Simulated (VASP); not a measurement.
# SnO in VASP 6.6.1, single-point calculation

INCAR

```
METAGGA = R2SCAN
LASPH = .TRUE.
EDIFF = 1E-7
ALGO = Normal
PREC = Accurate
ENCUT = 450
ISIF = 2
NELM = 50
LREAL = .FALSE.
NSW = 0
LCHARG = .FALSE.
IBRION = -1
ISMEAR = -1
LWAVE = .FALSE.
NBANDS = 17
SIGMA = 0.02
```

KPOINTS

```
KPOINTS created by Atomic Simulation Environment
0
Gamma
8 8 8
0 0 0
```

POSCAR

```
Sn O
 1.0000000000000000
     0.0000000000000000    2.6031359865999999    2.6031359865999999
     2.6031359865999999    0.0000000000000000    2.6031359865999999
     2.6031359865999999    2.6031359865999999    0.0000000000000000
 Sn  O
   1   1
Cartesian
  0.0000000000000000  0.0000000000000000  0.0000000000000000
  1.3015679933000002  1.3015679933000002  1.3015679933000002
```

The recommended PBE PAW datasets give the neutral cell 20 valence electrons.

Command

```
mpirun -np 1 vasp_std
```

OSZICAR

```
N       E                     dE             d eps       ncg     rms          rms(c)
DAV:   1     0.115242050709E+03    0.11524E+03   -0.97189E+03  1052   0.158E+03
DAV:   2    -0.256298707183E+02   -0.14087E+03   -0.13496E+03  1082   0.366E+02
DAV:   3    -0.383850699685E+02   -0.12755E+02   -0.12698E+02  1134   0.103E+02
DAV:   4    -0.386610516837E+02   -0.27598E+00   -0.27585E+00  1247   0.162E+01
DAV:   5    -0.386690553483E+02   -0.80037E-02   -0.80032E-02  1332   0.257E+00    0.805E+00
DAV:   6    -0.320064438244E+02    0.66626E+01   -0.77882E+00  1499   0.409E+01    0.329E+00
DAV:   7    -0.320861181572E+02   -0.79674E-01   -0.60478E-01  1038   0.637E+00    0.156E+00
DAV:   8    -0.320781217406E+02    0.79964E-02   -0.10150E-01  1151   0.382E+00    0.365E-01
DAV:   9    -0.320765325533E+02    0.15892E-02   -0.15059E-02  1502   0.145E+00    0.118E-01
DAV:  10    -0.320768648531E+02   -0.33230E-03   -0.29311E-03  1272   0.494E-01    0.107E-01
DAV:  11    -0.320766983083E+02    0.16654E-03   -0.30285E-04  1481   0.143E-01    0.497E-02
DAV:  12    -0.320766684570E+02    0.29851E-04   -0.18257E-04  1046   0.106E-01    0.131E-02
DAV:  13    -0.320766687913E+02   -0.33430E-06   -0.81873E-06  1218   0.240E-02    0.105E-02
DAV:  14    -0.320766684038E+02    0.38756E-06   -0.45288E-07  1111   0.103E-02    0.558E-03
DAV:  15    -0.320766681940E+02    0.20978E-06   -0.59218E-07  1213   0.127E-02    0.101E-03
DAV:  16    -0.320766682145E+02   -0.20460E-07   -0.29729E-08   521   0.145E-03
   1 F= -.32076668E+02 E0= -.32076381E+02  d E =-.574809E-03
```

From OUTCAR

```
k-points           NKPTS =     29   k-points in BZ     NKDIM =     29   number of bands    NBANDS=     17

   NELECT =      20.0000    total number of electrons

   dimension x,y,z NGX =    28 NGY =   28 NGZ =   28
   dimension x,y,z NGXF=    56 NGYF=   56 NGZF=   56

  energy-cutoff  :      450.00
  volume of cell :       35.28
      direct lattice vectors                 reciprocal lattice vectors
     0.000000000  2.603135987  2.603135987    -0.192076020  0.192076020  0.192076020
     2.603135987  0.000000000  2.603135987     0.192076020 -0.192076020  0.192076020
     2.603135987  2.603135987  0.000000000     0.192076020  0.192076020 -0.192076020

 k-points in reciprocal lattice and weights: KPOINTS created by Atomic Simulation Env
   0.00000000  0.00000000  0.00000000       0.002
   0.12500000  0.00000000  0.00000000       0.016
   0.25000000  0.00000000  0.00000000       0.016
   0.37500000  0.00000000  0.00000000       0.016
   0.50000000  0.00000000  0.00000000       0.008
   0.12500000  0.12500000  0.00000000       0.012
   0.25000000  0.12500000  0.00000000       0.047
   0.37500000  0.12500000  0.00000000       0.047
   ...

 E-fermi :   7.7851

 k-point     1 :       0.0000    0.0000    0.0000
  band No.  band energies     occupation
      1     -15.1952      2.00000
      2     -15.1952      2.00000
      3     -15.1952      2.00000
      4     -15.1012      2.00000
      5     -15.1012      2.00000
      6     -13.7446      2.00000
      7       0.9728      2.00000
      8       2.8794      2.00000
      9       2.8794      2.00000
     10       2.8794      2.00000
     11      12.6419      0.00000
     12      12.6420      0.00000
     13      12.6420      0.00000
     14      18.0795      0.00000
     15      19.8260      0.00000
     16      19.8260      0.00000
     17      19.8260      0.00000

 k-point     2 :       0.1250    0.0000    0.0000
  band No.  band energies     occupation
      1     -15.2653      2.00000
      2     -15.1876      2.00000
      3     -15.1876      2.00000
      4     -15.1010      2.00000
      5     -15.1010      2.00000
      6     -13.5898      2.00000
      7       0.4139      2.00000
      8       2.8008      2.00000
      9       2.8008      2.00000
     10       3.4145      2.00000
     11      11.6994      0.00000
     12      12.7291      0.00000
     13      12.7292      0.00000
     14      18.3989      0.00000
     15      19.1888      0.00000
     16      19.1888      0.00000
     17      19.7475      0.00000

 k-point     3 :       0.2500    0.0000    0.0000
  band No.  band energies     occupation
      1     -15.4025      2.00000
      2     -15.1738      2.00000
      3     -15.1738      2.00000
      4     -15.0956      2.00000
      5     -15.0956      2.00000
      6     -13.2320      2.00000
      7      -0.5389      2.00000
      8       2.6202      2.00000
      9       2.6202      2.00000
     10       4.2833      2.00000
     11      10.3166      0.00000
     12      12.8291      0.00000
     13      12.8291      0.00000
     14      17.3877      0.00000
     15      18.8535      0.00000
     16      18.8535      0.00000
     17      21.8165      0.00000

 ...

  Total        2.0032546      2.0032546      2.0032546      0.0000000      0.0000000     -0.0000000
  in kB       90.9758586     90.9758586     90.9758586      0.0000000      0.0000000     -0.0000000
  external PRESSURE =      90.9758586 kB  Pullay stress =       0.0000000 kB

 POSITION                                       TOTAL-FORCE (eV/Angst)
 -----------------------------------------------------------------------------------
      0.00000      0.00000      0.00000        -0.000000     -0.000000     -0.000000
      1.30157      1.30157      1.30157         0.000000      0.000000      0.000000
 -----------------------------------------------------------------------------------
    total drift:                                0.000002      0.000002      0.000002

  FREE ENERGIE OF THE ION-ELECTRON SYSTEM (eV)
  ---------------------------------------------------
  free  energy   TOTEN  =       -32.0766682145 eV

  energy  without entropy=      -32.0760934056  energy(sigma->0) =      -32.07638081
```

It converged. Results: gap between bands v and c on the k mesh -0.18 eV (bands overlap: a metal); least direct gap on the k mesh 0.37 eV; pressure 9.1 GPa. Band v is the last that the valence electrons fill when counted band by band, and c is the next.

For comparison, a separate r²SCAN run of the intended cell, on usual settings and not on those above, gives a gap of -0.18 eV on its mesh and a pressure of 9.6 GPa.

The run above took about 35 s on one core of a shared host (Intel Xeon 6975P-C) and held 0.17 GiB at most.
